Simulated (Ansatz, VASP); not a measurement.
# Two plane-wave programs on AlN

```
Al N
1.0
    -3.13024    0.00000    0.00000
     0.00000    0.00000   -5.01798
     0.00000   -5.42173    0.00000
Al N
4 4
Direct
  0.58386 0.99827 0.16667
  0.91614 0.99827 0.66667
  0.08386 0.49827 0.33333
  0.41614 0.49827 0.83333
  0.57574 0.61673 0.16667
  0.92426 0.61673 0.66667
  0.07574 0.11673 0.33333
  0.42426 0.11673 0.83333
```

Change from the starting cell: mode 4 (223.6 1/cm) frozen in, largest displacement +0.263 Å.

Alike in both runs: task single point; functional PBE; k mesh 8 × 6 × 4; occupations gaussian, width 0.05 eV; no spin polarisation.

```csv
,VASP,Ansatz
version,VASP 6.6.1,Ansatz 0.2.0
potentials or method,"VASP PAW PBE potentials, release 64 (Al, N)","scalar-relativistic, plane waves, PAW"
plane-wave cutoff (eV),520,420
valence electrons in the cell,32,32
```

|  | VASP | Ansatz | Ansatz less VASP |
| --- | --- | --- | --- |
| gap on the k mesh at the Fermi level (eV) | 3.57 | 3.57 | -0.007 |
| least direct gap on the mesh (eV) | 3.57 | 3.57 | -0.007 |
| pressure (GPa) | -2.2 | -1.9 | +0.26 |
| largest component of the traceless stress (GPa) | 4.06 | 4.09 | +0.029 |
| rms of the force components (eV/Å) | 0.629 | 0.627 | -0.0024 |

Atom by atom the forces differ by 0.003 eV/Å (rms over components).

Caveats: forces of over 1 eV/Å show positions far from the minimum, so gaps and moduli don't describe the material at rest.
